Shear in a TiSi₂ crystal: what the undisturbed cell must show

A crystal of TiSi₂ is sheared in the plane of its x and z axes, in both directions, and density functional theory gives its energy, stress and pressure. The structure is the C49 form of TiSi₂, and the numbers do not carry over to its C54 form. Here γ is the strain, τ the stress and p the pressure. The column headed "tensile stress along pattern" holds a shear stress, because the pattern is a shear; its sign gives the direction of shear.

TiSi2 (Cmcm, 6-atom cell, conventional a = 3.548, b = 13.561, c = 3.579 Å) under engineering shear in the xz plane, fractional coordinates fixed. Ansatz 0.2.0, plane-wave PAW, scalar-relativistic PBE without spin polarisation, cutoff 420 eV, 14×14×14 k mesh, Gaussian smearing of 0.15 eV. Free energies are relative to the unstrained cell; pressure is positive in compression.

```
strain  energy change (meV/atom)  tensile stress along pattern (GPa)  pressure (GPa)
 -0.15                     141.4                              -21.40            5.60
-0.075                      34.2                              -10.21            1.38
     0                         ?                                   ?               ?
0.0187                       2.1                                2.52            0.08
0.0375                       8.5                                5.05            0.34
0.0562                      19.1                                7.60            0.77
0.0937                      53.7                               12.86            2.17
0.1125                      78.0                               15.61            3.13
0.1312                     107.0                               18.44            4.27
```

(a) What energy change and what shear stress belong in the row at zero strain, and how firmly does each follow?

Solution. The energy change is counted from the undisturbed cell, so it is exactly 0.0 meV/atom there. That is a definition and tests no physics.

The stress follows from symmetry. The crystal has a mirror plane perpendicular to x, and reflection in it turns a shear +γ into a shear −γ. The two sheared crystals are mirror images, with equal energies and opposite shear stresses. At γ = 0 the stress must equal its own negative, which leaves only zero.

The known rows bear this out. The stresses at 0.0562 and 0.0937 average 10.23 GPa, and the row at −0.075, halfway between them in size, has −10.21 GPa. A smooth curve that changes sign with γ therefore serves both directions:

τ = Cγ + Dγ³

Here C is the initial shear modulus and D describes the stiffening. This law, with a free constant added, was fitted to the eight known rows, reading the printed strains as rounded multiples of 0.15/8. It gives C = 133.9 GPa, and the constant rounds to zero at the printed digits; symmetry makes it exactly zero. The forecast is 0.00 ± 0.02 GPa, a margin somewhat wider than the typical miss when one row is left out of the fit.

The modulus can be carried over to the energy. For small strain the energy per atom is ½CVγ², where V = 14.35 Å³ is the volume per atom. Since 1 eV/Å³ is 160.2 GPa, C is 0.836 eV/Å³. At γ = 0.0375 this gives

½ × 0.836 × 14.35 × 0.0375² eV = 8.4 meV

The table has 8.5 meV. That row's stress was part of the fit, but its energy was not used to find this C.

(b) A shear mainly changes angles, yet every strained row in the table has a positive pressure. Why, and what pressure belongs in the row at zero strain?

Solution. A shear lengthens one diagonal of the xz plane and shortens the other. Atoms pushed together repel more strongly than atoms pulled apart by the same amount attract, because repulsion rises steeply at short distance. To first order the two effects cancel; what remains is a net outward push that grows as γ². This atomic picture is an argument, but the growth can be read from the rows: from −0.075 to −0.15 the strain doubles, and the pressure rises from 1.38 to 5.60 GPa, about fourfold.

The steep repulsion can also explain why the crystal stiffens. If the shortened diagonal hardens more than the lengthened one softens, stress divided by strain must grow with the shear. In the table it rises from about 134 GPa in the smallest shears to 143 GPa at −0.15. The atoms keep their fractional coordinates here. Symmetry forbids them to shift in proportion to this shear, so the initial modulus is unaffected. At −0.15, however, the run lists forces of up to 0.21 eV/Å, all along y. Letting the atoms follow them would be expected to weaken the stiffening, and it could change the pressure too.

Stretching the same crystal along z would be a different case. No symmetry connects stretching with squeezing, so the pressure would start in proportion to the strain and change sign with it.

For the row at zero strain, symmetry gives less help than in part (a). A mirror reverses a shear stress but leaves a pressure as it is, so a pressure is allowed in the undisturbed cell. Only the relaxation of the cell removes it, and only as well as that relaxation was converged. The known pressures were therefore fitted with a constant, a γ² term and a small γ⁴ term. The constant is the forecast: about −0.01 GPa, ± 0.02 GPa.

The withheld rows as computed:

```
strain  energy change (meV/atom)  tensile stress along pattern (GPa)  pressure (GPa)
     0                       0.0                                0.00            0.00
```

The energy is zero, as defined. The stress is zero to the digits given, as symmetry demands, and would be so even in a cell with poorly chosen edge lengths. The pressure is also zero, inside the forecast range but not at its centre. The miss is of the size of the last printed digit and deserves no explanation. This is the one entry that reports on the preparation of the cell. It agrees with a start from a relaxed crystal. An average can hide normal stresses that cancel, but the full stress output lists only −0.06, 0.02 and 0.04 GPa along x, y and z.

(c) The energy stored per unit volume and unit strain should equal the shear stress. Between 0.0937 and 0.1312 the energy rises by 53.3 meV/atom, which amounts to 15.87 GPa, while the listed shear stress averages 15.62 GPa. Where does the additional energy come from?

Solution. Shearing the crystal also takes work against the pressure of part (b). Suppose the strain is applied symmetrically, so that one diagonal is scaled by 1 + γ/2 and the other by 1 − γ/2. Their product is 1 − γ²/4, and the cell loses a little volume. Each further step of shear then also compresses the crystal against its own pressure:

energy slope = τ + γp/2

At the middle row, γ = 0.1125 and p = 3.13 GPa, so the second term is 0.1125 × 3.13 / 2 = 0.18 GPa. The gap to be explained is 15.87 − 15.62 = 0.25 GPa. Work against the average pressure thus accounts for most of it.

That the strain was applied in this symmetric way can be checked on a distance. Half the diagonal of the xz face is 2.520 Å long, and shortened by the factor 1 − 0.15/2 it measures 2.331 Å. This is exactly the shortest distance between atoms that the run lists at −0.15.

The rest is missing because the formula treats the push as equal in all directions. The full stress output at γ = 0.1125 has pressures of 4.4 GPa along x and 4.8 GPa along z, but only 0.2 GPa along y. The cell shrinks within the xz plane alone, so the pressure that counts is the mean of the first two, 4.6 GPa. The second term then becomes 0.1125 × 4.6 / 2 = 0.26 GPa, which closes the gap within the rounding of the energies.

The volume loss also adds to the pressure itself. With a bulk modulus of roughly 150 GPa, assumed here for scale, it would supply about 0.8 of the 5.60 GPa at −0.15. Even twice that modulus would leave the larger part to another source. The imbalance between the two diagonals is the one proposed here, and it fits a push that lies almost wholly in the xz plane.

For practical use, a constant modulus of 134 GPa reproduces the shear stress to about one per cent up to a strain of 0.0562. At −0.15 it gives a stress of 20.1 GPa in size, where the calculation has 21.40 GPa. The curve is still steepening there, so these rows do not show at what stress the crystal would give way. The fits and the energy balance are printed below.

Numerical output:

```
fit of t on 8 rows: constant -0.003115 +/- 0.0038, coefficient of g 133.9 +/- 0.1, coefficient of g3 386.8 +/- 5.9; rms 0.00699, worst 0.0375 -0.0114, leave-one-out rms 0.0134
  rows outside the fit (model, value, miss): 0.0 -0.003115, 0, -0.00312
fit of energy_change on 8 rows: constant 0.01876 +/- 0.04, coefficient of g2 5998 +/- 9.8, coefficient of g4 12632 +/- 427; rms 0.0438, worst 0.1312 0.0888, leave-one-out rms 0.108
  rows outside the fit (model, value, miss): 0.0 0.01876, 0, 0.0188
fit of pressure on 8 rows: constant -0.007292 +/- 0.0019, coefficient of g2 246.1 +/- 0.46, coefficient of g4 135.6 +/- 20; rms 0.00205, worst 0.0937 -0.00366, leave-one-out rms 0.00372
  rows outside the fit (model, value, miss): 0.0 -0.007292, 0, -0.00729
half-width of the forecasts for stress and for pressure, GPa: 0.02
initial shear modulus from the energy fit, GPa: 133.9
stress over strain at 0.0375, GPa: 134.7
stress over strain at -0.15, GPa: 142.7
size of stress at -0.15 if the initial modulus held, GPa: 20.09
mean of the stresses at 0.0562 and 0.0937 to set against the row at -0.075, GPa: 10.23
energy slope from 0.0937 to 0.1312, GPa: 15.87
mean listed shear stress over the same span, GPa: 15.62
gap between energy slope and listed stress, GPa: 0.2458
part of the gap expected from work against the pressure, GPa: 0.181
pressure at -0.15 from the volume loss of a symmetric strain matrix, rough, GPa: 0.8438
```
